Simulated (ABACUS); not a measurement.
# ZnS (Wurtzite-4H) (P6_3mc) in ABACUS: a series of runs

The runs below take ZnS (Wurtzite-4H) through equation of state, with SCAN.

All numbers are computed with ABACUS 3.10.1; they aren't measurements. Logs are shortened: lines on timing, memory, paths and dates and some standing lists are left out, and cuts for length are marked.

## 1. The structure

Symmetry: P6_3mc, No. 186, hexagonal system. Conventional cell: a = 3.823 Å, b = 3.823 Å, c = 12.520 Å, α = 90.00°, β = 90.00°, γ = 120.00°. Around Zn (site symmetry 3m) lie 4 S at 2.34 to 2.35 Å. Around Zn (site symmetry 3m) lie 4 S at 2.34 to 2.35 Å. Around S (site symmetry 3m) lie 4 Zn at 2.34 to 2.35 Å. S (site symmetry 3m) is surrounded by 4 Zn at 2.34 to 2.35 Å.

## 2. Equation of state, SCAN, 18.62 Å³/atom (volume scaled by 0.94)

Contents of run_abacus.py:

```python
"""ABACUS run from a structure file: ASE reads it, the script writes STRU, KPT and INPUT."""
import re
import subprocess
from ase.io import read
from ase.units import Bohr

atoms = read("POSCAR")
atoms = atoms[(-atoms.numbers).argsort(kind="stable")]  # ABACUS lists atoms element by element
pseudo = {'Zn': 'Zn_ONCV_PBE-1.2.upf', 'S': 'S_ONCV_PBE-1.2.upf'}
orbital = {'Zn': 'Zn_confined-atom_7au_3s2p2d1f.orb', 'S': 'S_confined-atom_7au_2s2p1d.orb'}
magmoms = None
kmesh = [6, 6, 2]
params = {
    'suffix': 'ZnS',
    'calculation': 'scf',
    'basis_type': 'lcao',
    'pseudo_dir': './',
    'orbital_dir': './',
    'symmetry': 1,
    'dft_functional': 'scan',
    'ecutwfc': 100,
    'pseudo_rcut': 7,
    'nspin': 1,
    'nbands': 63,
    'ks_solver': 'genelpa',
    'smearing_method': 'fd',
    'smearing_sigma': 0.00367493,
    'scf_thr': 1e-07,
    'scf_nmax': 100,
    'mixing_type': 'broyden',
    'mixing_beta': 0.7,
    'cal_force': 1,
    'cal_stress': 1,
    'mixing_tau': 1,
    'out_mul': 1,
}

symbols = atoms.get_chemical_symbols()
elements = list(dict.fromkeys(symbols))
lines = ["ATOMIC_SPECIES"] + [f"{e} {atoms.get_masses()[symbols.index(e)]:.4f} {pseudo[e]}" for e in elements]
if orbital:
    lines += ["", "NUMERICAL_ORBITAL"] + [orbital[e] for e in elements]
lines += ["", "LATTICE_CONSTANT", f"{1 / Bohr:.10f}", "", "LATTICE_VECTORS"]
lines += [" ".join(f"{x:.10f}" for x in v) for v in atoms.cell]
lines += ["", "ATOMIC_POSITIONS", "Direct"]
for e in elements:
    lines += ["", e, "0.0", str(symbols.count(e))]
    for i, p in enumerate(atoms.get_scaled_positions(wrap=False)):
        if symbols[i] == e:
            mag = "" if magmoms is None else " mag " + " ".join(str(x) for x in (magmoms[i] if isinstance(magmoms[i], list) else [magmoms[i]]))
            lines.append(" ".join(f"{x:.10f}" for x in p) + " 1 1 1" + mag)
open("STRU", "w").write("\n".join(lines) + "\n")
open("KPT", "w").write("K_POINTS\n0\nGamma\n%d %d %d 0 0 0\n" % tuple(kmesh))
open("INPUT", "w").write("INPUT_PARAMETERS\n" + "".join(f"{k:<20s}{v}\n" for k, v in params.items()))

done = subprocess.run(['mpirun', '-np', '4', 'abacus'])
if done.returncode:
    raise SystemExit(done.returncode)
log = open("OUT.ZnS/running_scf.log").read()
print("final energy (eV):", re.findall(r"FINAL_ETOT_IS (\S+)", log))
```

Contents of POSCAR:

```
ZnS
1.0
    3.7446638178      0.0000000000      0.0000000000
   -1.8723319089      3.2429739948      0.0000000000
    0.0000000000      0.0000000000     12.2644180811
Zn S
4 4
Direct
    0.6666666667      0.3333333333      0.7500000000
    0.3333333333      0.6666666667      0.2500000000
    0.0000000000      0.0000000000      0.5000000000
    0.0000000000      0.0000000000      0.0000000000
    0.6666666667      0.3333333333      0.9375000000
    0.3333333333      0.6666666667      0.4375000000
    0.0000000000      0.0000000000      0.6875000000
    0.0000000000      0.0000000000      0.1875000000
```

Potentials or basis: SG15 ONCV 1.2 PBE, DZP LCAO (the cutoffs set its grid).

The run is started by

```bash
OMP_NUM_THREADS=1 python run_abacus.py > log
```

running log:

```text
ABACUS v3.10.1

               Atomic-orbital Based Ab-initio Computation at UStc

 ------------------------------------------------------------------------------------

 READING GENERAL INFORMATION
                           global_out_dir = OUT.ZnS/
                           global_in_card = INPUT
                               pseudo_dir = ./
                              orbital_dir = ./
                                    DSIZE = 4
                                    GSIZE = 1

 READING UNITCELL INFORMATION
                                    ntype = 2
                  lattice constant (Bohr) = 1.88973
              lattice constant (Angstrom) = 1

 READING ATOM TYPE 1
                               atom label = Zn
                      L=0, number of zeta = 3
                      L=1, number of zeta = 2
                      L=2, number of zeta = 2
                      L=3, number of zeta = 1
             number of atom for this type = 4

 READING ATOM TYPE 2
                               atom label = S
                      L=0, number of zeta = 2
                      L=1, number of zeta = 2
                      L=2, number of zeta = 1
             number of atom for this type = 4

                        TOTAL ATOM NUMBER = 8
DIRECT COORDINATES
    atom                   x                   y                   z     mag                  vx                  vy                  vz
taud_Zn1            0.6666666667        0.3333333333        0.7500000000  0.0000        0.0000000000        0.0000000000        0.0000000000
taud_Zn2            0.3333333333        0.6666666667        0.2500000000  0.0000        0.0000000000        0.0000000000        0.0000000000
taud_Zn3            0.0000000000        0.0000000000        0.5000000000  0.0000        0.0000000000        0.0000000000        0.0000000000
taud_Zn4            0.0000000000        0.0000000000        0.0000000000  0.0000        0.0000000000        0.0000000000        0.0000000000
taud_S1            0.6666666667        0.3333333333        0.9375000000  0.0000        0.0000000000        0.0000000000        0.0000000000
taud_S2            0.3333333333        0.6666666667        0.4375000000  0.0000        0.0000000000        0.0000000000        0.0000000000
taud_S3            0.0000000000        0.0000000000        0.6875000000  0.0000        0.0000000000        0.0000000000        0.0000000000
taud_S4            0.0000000000        0.0000000000        0.1875000000  0.0000        0.0000000000        0.0000000000        0.0000000000

                          Volume (Bohr^3) = 1005.08
                             Volume (A^3) = 148.937

 Lattice vectors: (Cartesian coordinate: in unit of a_0)
             +3.74466                  +0                  +0
             -1.87233            +3.24297                  +0
                   +0                  +0            +12.2644
 Reciprocal vectors: (Cartesian coordinate: in unit of 2 pi/a_0)
            +0.267047           +0.154179                  -0
                   -0           +0.308359                  -0
                   +0                  -0          +0.0815367
[... 221 lines left out ...]
                        extended fft grid = [ 11, 11, 23 ]
                dimension of extened grid = [ 32, 32, 122 ]
                            UnitCellTotal = 75
              Atom number in sub-FFT-grid = 7
    Local orbitals number in sub-FFT-grid = 143
                                ParaV.nnr = 108160
                                 init_chg = atomic

 LCAO ALGORITHM --------------- ION=   1  ELEC=   1--------------------------------

 Density error is 0.0404875249069
----------------------------------------------------------
     Energy           Rydberg                 eV
----------------------------------------------------------
 E_KohnSham     -1682.9561621859     -22897.7932899406
 E_Harris       -1699.4290131480     -23121.9179253303
 E_Fermi        0.6708211329         9.1269897459
----------------------------------------------------------
[... 102 lines left out ...]
 Density error is 5.50824348222e-08
----------------------------------------------------------
     Energy           Rydberg                 eV
----------------------------------------------------------
 E_KohnSham     -1683.5062136455     -22905.2771239838
 E_KS(sigma->0) -1683.5062136455     -22905.2771239838
 E_Harris       -1683.5062087214     -22905.2770569880
 E_band         -189.9803110021      -2584.8147374411
 E_one_elec     -1325.3861630982     -18032.8038684934
 E_Hartree      681.1177430379       9267.0823142154
 E_xc           -164.5094597102      -2238.2660269603
 E_Ewald        -874.7283338749      -11901.2895427456
 E_entropy(-TS) -0.0000000000        -0.0000000000
 E_descf        0.0000000000         0.0000000000
 E_exx          0.0000000000         0.0000000000
 E_Fermi        0.6770119131         9.2112196327
----------------------------------------------------------

 charge density convergence is achieved
 final etot is -22905.277124 eV
 EFERMI = 9.2112196327 eV

 STATE ENERGY(eV) AND OCCUPATIONS    NSPIN == 1
 1/14 kpoint (Cartesian) = 0.0000 0.0000 0.0000 (4253 pws)
       1       -120.525      0.0277778
       2       -120.525      0.0277778
       3       -120.511      0.0277778
       4       -120.511      0.0277778
       5       -73.8947      0.0277778
       6       -73.8947      0.0277778
[... 380 lines left out ...]
      62        16.0937    5.53056e-61
      63        16.8460    1.61464e-67

[... levels at 8 further k points ...]

 correction force for each atom along direction 1 is 1.54887e-13
 correction force for each atom along direction 2 is -1.74808e-14
 correction force for each atom along direction 3 is 0.00159779
------------------------------------------------------------------------------------------
 TOTAL-FORCE (eV/Angstrom)
------------------------------------------------------------------------------------------
                       Zn1         0.0000000000         0.0000000000         0.0622479252
                       Zn2         0.0000000000         0.0000000000         0.0622479252
                       Zn3         0.0000000000         0.0000000000         0.0999387998
                       Zn4         0.0000000000         0.0000000000         0.0999387998
                        S1         0.0000000000         0.0000000000        -0.0347446116
                        S2         0.0000000000         0.0000000000        -0.0347446116
                        S3         0.0000000000         0.0000000000        -0.1274421134
                        S4         0.0000000000         0.0000000000        -0.1274421134
------------------------------------------------------------------------------------------

----------------------------------------------------------------
 TOTAL-STRESS (KBAR)
----------------------------------------------------------------
        59.2481656342         0.0000000000         0.0000000000
         0.0000000000        59.2481656359         0.0000000000
         0.0000000000         0.0000000000        58.8897702380
----------------------------------------------------------------
 TOTAL-PRESSURE: 59.128701 KBAR

 --------------------------------------------
 !FINAL_ETOT_IS -22905.2771239838111796 eV
 --------------------------------------------
```

Run time: 67 s. Hardware: 4 MPI ranks of Intel Xeon Platinum 8259CL at 2.50GHz (Skylake/Cascade Lake), shared host; peak memory 0.6 GiB.

Results:

```
Free energy            : -22905.2771 eV
Pressure               : 5.9 GPa
Largest force          : 0.127 eV/Å
Band gap on the k mesh : 3.03 eV, direct
Mulliken charges       : Zn +0.23, +0.25; S -0.25, -0.23 e
```

Caveat: the atomic orbitals were generated for these runs and aren't a published set; Mulliken charges move with the basis; the potentials were made for another functional, which shifts forces and pressure; the basis of atomic orbitals isn't converged, which shifts pressures, moduli and gaps.

## 3. Equation of state, SCAN, 19.41 Å³/atom (volume scaled by 0.98)

run_abacus.py is that of step 2.

Edit POSCAR of step 2 so:

```diff
@@ -2,5 +2,5 @@
 1.0
-    3.7446638178      0.0000000000      0.0000000000
-   -1.8723319089      3.2429739948      0.0000000000
-    0.0000000000      0.0000000000     12.2644180811
+    3.7970435223      0.0000000000      0.0000000000
+   -1.8985217611      3.2883361495      0.0000000000
+    0.0000000000      0.0000000000     12.4359706225
 Zn S
```

Potentials or basis: SG15 ONCV 1.2 PBE, DZP LCAO (the cutoffs set its grid).

The run is started by

```bash
OMP_NUM_THREADS=1 python run_abacus.py > log
```

Run time: 64 s. Hardware: 4 MPI ranks of Intel Xeon Platinum 8259CL at 2.50GHz (Skylake/Cascade Lake), shared host; peak memory 0.6 GiB.

Results (log left out):

```yaml
Free_energy: -22905.4255 eV
Pressure: 1.7 GPa
Largest_force: 0.074 eV/Å
Band_gap_on_the_k_mesh: 2.84 eV, direct
Mulliken_charges: Zn +0.28, +0.29; S -0.30, -0.27 e
```

Caveat: the atomic orbitals were generated for these runs and aren't a published set; Mulliken charges move with the basis; the potentials were made for another functional, which shifts forces and pressure; the basis of atomic orbitals isn't converged, which shifts pressures, moduli and gaps.

## 4. Equation of state, SCAN, 20.20 Å³/atom (volume scaled by 1.02)

run_abacus.py is that of step 3.

Edit POSCAR of step 3 so:

```diff
@@ -2,5 +2,5 @@
 1.0
-    3.7970435223      0.0000000000      0.0000000000
-   -1.8985217611      3.2883361495      0.0000000000
-    0.0000000000      0.0000000000     12.4359706225
+    3.8480166318      0.0000000000      0.0000000000
+   -1.9240083159      3.3324801573      0.0000000000
+    0.0000000000      0.0000000000     12.6029163237
 Zn S
```

The run is started by

```bash
OMP_NUM_THREADS=1 python run_abacus.py > log
```

It took 67 s on 4 MPI ranks of Intel Xeon Platinum 8259CL at 2.50GHz (Skylake/Cascade Lake), shared host; peak memory 0.6 GiB.

It converged, with:

- Free energy: -22905.4487 eV
- Pressure: -1.2 GPa
- Largest force: 0.048 eV/Å
- Band gap on the k mesh: 2.65 eV, direct
- Mulliken charges: Zn +0.32, +0.34; S -0.34, -0.32 e

Caveat: the atomic orbitals were generated for these runs and aren't a published set; Mulliken charges move with the basis; the potentials were made for another functional, which shifts forces and pressure; the basis of atomic orbitals isn't converged, which shifts pressures, moduli and gaps.

## 5. Equation of state, SCAN, 20.99 Å³/atom (volume scaled by 1.06)

run_abacus.py is that of step 4.

Edit POSCAR of step 4 so:

```diff
@@ -2,5 +2,5 @@
 1.0
-    3.8480166318      0.0000000000      0.0000000000
-   -1.9240083159      3.3324801573      0.0000000000
-    0.0000000000      0.0000000000     12.6029163237
+    3.8976739363      0.0000000000      0.0000000000
+   -1.9488369681      3.3754846444      0.0000000000
+    0.0000000000      0.0000000000     12.7655525367
 Zn S
```

The run is started by

```bash
OMP_NUM_THREADS=1 python run_abacus.py > log
```

It took 62 s on 4 MPI ranks of Intel Xeon Platinum 8259CL at 2.50GHz (Skylake/Cascade Lake), shared host; peak memory 0.64 GiB.

It converged, with:

```
Free energy            : -22905.3438 eV
Pressure               : -3.9 GPa
Largest force          : 0.056 eV/Å
Band gap on the k mesh : 2.47 eV, direct
Mulliken charges       : Zn +0.36, +0.38; S -0.38, -0.36 e
```

Caveat: the atomic orbitals were generated for these runs and aren't a published set; Mulliken charges move with the basis; the potentials were made for another functional, which shifts forces and pressure; the basis of atomic orbitals isn't converged, which shifts pressures, moduli and gaps.

## 6. Equation of state, SCAN

Potentials or basis: SG15 ONCV 1.2 PBE, DZP LCAO (the cutoffs set its grid).

This step only gathers the single runs of the series.

Results:

- Equilibrium volume: 19.95 Å³/atom (rough: see the caveat)
- Bulk modulus at fixed shape and positions: 82 GPa (rough)

Energy against volume, from the lowest point:
```csv
volume (Å³/atom),energy (meV/atom)
18.617,21.44
19.409,2.90
20.202,0.00
20.994,13.11
```

Caveat: the atomic orbitals were generated for these runs and aren't a published set; the fit is doubtful: noisy points or a state that changes with volume; the cell was scaled at fixed shape and fractional positions, which overstates the stiffness of a crystal with free parameters, most of all of layers and chains; the potentials were made for another functional, which shifts forces and pressure; the basis of atomic orbitals isn't converged, which shifts pressures, moduli and gaps.
